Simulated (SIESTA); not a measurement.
Crystal: MoS2.

```
Mo S
1.0
     1.58000    0.91221    6.15000
    -1.58000    0.91221    6.15000
     0.00000   -1.82443    6.15000
Mo S
1 2
Direct
  0.00000 0.00000 0.00000
  0.41700 0.41700 0.41700
  0.25000 0.25000 0.25000
```

Measurements of this composition are mostly on another form, of space group No. 194.

Base run:

```yaml
Program: SIESTA 5.4.2
Functional: PBE
Potentials_or_basis: PseudoDojo 0.4 standard (PBE files)
Basis: DZP (energy shift 0.003 Ry; two zetas on semicore shells)
Grid_cutoff: 800 Ry
Energy_shift: 0.003 Ry
k_mesh: 10 × 10 × 10
Occupations: fermi-dirac, width 0.05 eV
Spin: no spin polarisation
```

Its results: band gap on the k mesh 1.01 eV, indirect (least direct gap 1.99 eV); pressure 8.3 GPa; largest force 0.964 eV/Å.

The run is repeated on the same cell with these changes: functional from PBE to BLYP. What comes out?

Band gap on the k mesh 1.03 eV, indirect (least direct gap 1.97 eV); pressure 16.2 GPa; largest force 1.395 eV/Å.

BLYP binds less tightly than PBE, so the same cell stands under more pressure.

Caveats: the basis of atomic orbitals isn't converged, which shifts pressures, moduli and gaps; the potentials were made for another functional, which shifts forces and pressure (some runs).

A k mesh can miss the band edges.

Not every run made on this cell is shown here.
